## The size of the box

A mesh of $n\times n\times n$ k points describes electrons in a periodic box of $n^3$ unit cells. An electron and a hole that are spread over such a box attract each other by an energy of order $e^2/(\varepsilon L)$, where $L$ is the edge of a cube with the volume of the box and $\varepsilon$ is the dielectric constant of the crystal. For a box edge near 17 Å and $\varepsilon$ near 9 this comes to about a tenth of an electronvolt, and the full prefactor raises it to about two tenths. The attraction falls as $1/n$ when the mesh is refined, so it belongs to the mesh as much as to the material.

This gives a rule for the lowest direct excitations of a semiconductor on a coarse mesh:

$$E \approx E_\text{direct} + \Delta - 2.5\,\frac{e^2}{\varepsilon L}$$

Here $E_\text{direct}$ is the smallest vertical gap of the band structure. $\Delta$ is the scissors shift, a constant added to all conduction levels to correct the gap. The last term is the attraction in the box.

GPAW 26.7.0 Bethe–Salpeter calculation (PAW, GLLB-SC) for boron phosphide without spin–orbit coupling, with 4 valence and 2 conduction bands and a 0.8 eV scissors shift. The ground state uses an 8×8×8 k mesh and a 550 eV cutoff, the response 6×6×6 and 40 eV. The Coulomb term at q = 0 is integrated over a sphere; weights are for polarisation along direction 0.

```csv
row,exciton energies (eV),exciton weights
1,4.148,0.000
2,4.152,0.257
3,4.154,0.017
4,4.157,0.001
5,4.162,0.076
6,4.170,0.001
7,4.881,0.005
8,4.881,0.006
9,4.882,0.006
10,4.884,0.868
11,4.884,0.019
12,4.885,0.183
13,4.902,0.000
14,4.902,0.000
15,4.902,0.000
16,4.906,0.002
17,4.906,0.003
18,4.906,0.002
19,5.153,0.002
20,5.153,0.006
21,5.154,0.000
22,5.154,0.000
23,5.154,0.005
24,5.183,0.000
```

The table shows such a case, boron phosphide, with excitations from the Bethe–Salpeter equation. The exciton energies form three bunches, near 4.16, 4.89 and 5.16 eV. The exciton weights tell how strongly each state absorbs light polarised along one chosen direction. A state with almost no weight here may still absorb along another axis.

## Why the attraction takes this form

The Bethe–Salpeter equation builds an excitation from electron–hole pairs, each with both particles at the same k point. A pair starts with the energy difference of its two bands. The screened Coulomb attraction then acts in two ways: it lowers each pair by itself, and it mixes pairs at different k points. In a real exciton the mixing is essential, because it joins many k points into a compact wave packet in which the electron stays near the hole.

On a coarse mesh the mixing has little to work with. The attraction between pairs a distance $q$ apart in the zone goes as $1/q^2$, and for this mesh the coupling to a nearest neighbour is only about a tenth of the self-term. The next bunch of states lies about 0.7 eV higher, far more than such a coupling can bridge. The lowest excitations should therefore remain almost entirely on one k point, and the self-term sets most of their shift. The rule leaves out the weaker exchange repulsion between electron and hole and the short-range parts of the attraction.

The self-term needs care because $1/q^2$ diverges at $q=0$. The remedy is to average it over the small part of the zone that belongs to one k point, taken as a sphere of radius $q_s$. With $N$ cells of volume $\Omega$ in the box, the sphere must hold the volume $(2\pi)^3/(N\Omega)$, so

$$q_s=\left(\frac{6\pi^2}{N\Omega}\right)^{1/3}\approx\frac{3.9}{L}.$$

The integral of $4\pi e^2/(\varepsilon q^2)$ over this sphere, divided by $(2\pi)^3$, is

$$\frac{2}{\pi}\,\frac{e^2 q_s}{\varepsilon}\approx 2.5\,\frac{e^2}{\varepsilon L}.$$

The calculation treats the divergence with the same kind of sphere. Agreement with the rule therefore suggests that this term dominates the computed shift; it is no evidence that a real crystal binds its exciton this strongly.

## Row 2, worked in full

Row 2 is the brightest state of the lowest bunch. The primitive cell holds two atoms of 11.68 Å³ each, and the mesh used for the excitations, which is coarser than the ground-state mesh named above the table, has $6^3=216$ points. The box volume is thus $216\times 2\times 11.68$ Å³, and its cube root is $L=17.15$ Å.

With $e^2=14.4$ eV Å and $\varepsilon\approx 9$, a rough recalled value for boron phosphide, the attraction is

$$2.48\times\frac{14.4}{9\times 17.15}\ \text{eV}\approx 0.23\ \text{eV}.$$

The direct gap of the same calculation is 3.572 eV and the scissors shift is 0.8 eV, so the pair starts at 4.372 eV. The estimate is therefore 4.14 eV, against 4.152 eV in the table. Row 2 played no part in setting any constant of the rule.

## Row 10, where the rule must be turned round

Row 10 has the largest weight of all the listed states, and its energy is 4.884 eV. The rule again says 4.14 eV, which is too low by 0.74 eV. The reason lies in the first term: the rule starts from the smallest vertical gap, while row 10 belongs to a higher bunch, whose pairs must start from a larger one.

The attraction in the box depends only on $\varepsilon$ and $L$, so to a first approximation it is the same at every k point. Adding it back to row 10 gives a starting energy of about 5.12 eV, or 4.32 eV before the scissors shift. Mixing among equivalent points, which costs no energy, may move this by some hundredths of an electronvolt. The result is a prediction: somewhere on the mesh, away from the point of the smallest vertical gap, a valence and a conduction band should lie about that far apart. A plot of the band structure would confirm or refute it.

## How good the rule is

Over rows 1–6 the rule misses the computed energies by 0.02 eV (root mean square), and by 0.03 eV at worst. Without the attraction term the root-mean-square error would be 0.215 eV, so this one term can account for nearly the whole shift. The printed analysis after this text lists the misses for rows 1–6 and for rows 7–24.

The agreement is closer than the input deserves. Taking $\varepsilon$ as 8 or 10 instead of 9 moves the attraction to 0.26 or 0.21 eV, a change as large as the errors themselves. A fair claim for the rule is an accuracy of some hundredths of an electronvolt in the lowest bunch.

The rule should also be aimed at the bunch and not at its single members. Six states are what three valence bands and two conduction bands give at the centre of the zone. In boron phosphide, as in silicon, the lowest conduction level there should be threefold, so keeping two bands cuts it apart. The splittings of a few meV within the bunch, and the way the weight is shared among its states, are therefore not reliable fine structure.

## Where the range ends

**Higher bunches.** For rows 7–24 the rule is too low by 0.7 to 1.0 eV, and each bunch needs its own starting gap. It is tempting to supply these gaps from a parabola that rises equally in all directions. The two nearest shells of mesh points would then lie at heights in the ratio 1.33, and the table gives 1.36, though the list stops at 24 states and may cut the third bunch short.

Counting spoils this picture. The nearest shell has eight equivalent points, so its states must come in multiples of eight, but the second bunch has twelve. Six points with two pairs each would fit. The second-nearest shell has six points, all on the cubic axes, where symmetry keeps the two upper valence bands together. If the bunch belongs to them, the second shell lies below the first, which no such parabola can give. Twelve points with one pair each would fit the number too, so the bands must be inspected to be sure. A good ratio of energies is weak evidence when the number of states disagrees.

**Finer meshes.** On a $12\times12\times12$ mesh the attraction term would halve, to about 0.12 eV. The rule holds only while the box is too small for the exciton. A hydrogen-like exciton has a radius of about $0.53\,\varepsilon/\mu$ Å, where $\mu$ is the reduced mass of electron and hole in units of the electron mass. If $\mu$ were about 0.2, which is a guess, the radius would exceed 20 Å and the present box could not hold the exciton.

The same guess would put the true binding at a few hundredths of an electronvolt, but the table casts doubt on it. With a parabola of that mass, pairs at the nearest mesh points would start about 3 eV above the lowest ones, while the second bunch lies only 0.7 eV up. The pairs may thus be heavier, and the exciton smaller and more tightly bound. How much of the 0.22 eV from this run would survive in the crystal is therefore open. A series of denser response meshes would show it: the binding should level off once the box holds the exciton.

**The onset of absorption.** Boron phosphide has an indirect gap, which on the k points of this run is 2.16 eV once the scissors shift is added. Light can be absorbed from about that energy upward with the help of lattice vibrations, which this calculation leaves out. Anyone judging the transparency of a boron phosphide film should therefore not take row 1, at 4.148 eV, as its absorption edge.

**The absolute scale.** The scissors shift is an input and moves all the states by nearly the same amount. A match between these energies and a measured spectrum would mainly show that the shift was well chosen.

## Using the rule on another semiconductor

Take the smallest vertical gap at any point of the response mesh, add the scissors shift, and subtract $2.5\,e^2/(\varepsilon L)$. A crystal that screens more strongly has a smaller mesh term, and so has one with a larger unit cell on the same mesh. Before a computed binding energy is quoted, it should be compared with this term. If the two are alike, the mesh may have set the answer, and a finer one is needed before the number can be credited to the material.

Numerical output:

```
Edge L of a cube with the volume of 216 cells (Angstrom): 17.15
Prefactor of e2/(eps L) in the mesh term: 2.481
Mesh term with eps 9 (eV): 0.2315
Mesh term with eps 8 (eV): 0.2604
Mesh term with eps 10 (eV): 0.2083
Mesh term on a 12x12x12 mesh with eps 9 (eV): 0.1157
Pair energy at the direct gap with scissors (eV): 4.372
Estimate of the lowest bunch (eV): 4.141
Row 2, estimate less table (eV): -0.01147
Row 10, estimate less table (eV): -0.7435
Row 10, pair energy needed with scissors (eV): 5.115
Row 10, pair energy needed without scissors (eV): 4.315
Binding of row 2 from the direct gap (eV): 0.22
Rows 1-6, rms miss of the rule (eV): 0.01812
Rows 1-6, largest miss of the rule (eV): 0.02947
Rows 1-6, rms miss without the mesh term (eV): 0.215
Rows 7-24, smallest and largest miss of the rule (eV): 0.7405, 1.042
Hydrogen-like binding, guessed reduced mass 0.2 and eps 9 (eV): 0.03359
Mean energies of the three bunches (eV): 4.157, 4.893, 5.158
Rise of third bunch over rise of second, isotropic parabola wants 1.33: 1.36
Number of states in the three bunches: 6, 12, 6
Indirect Kohn-Sham gap on mesh plus scissors (eV): 2.163
```
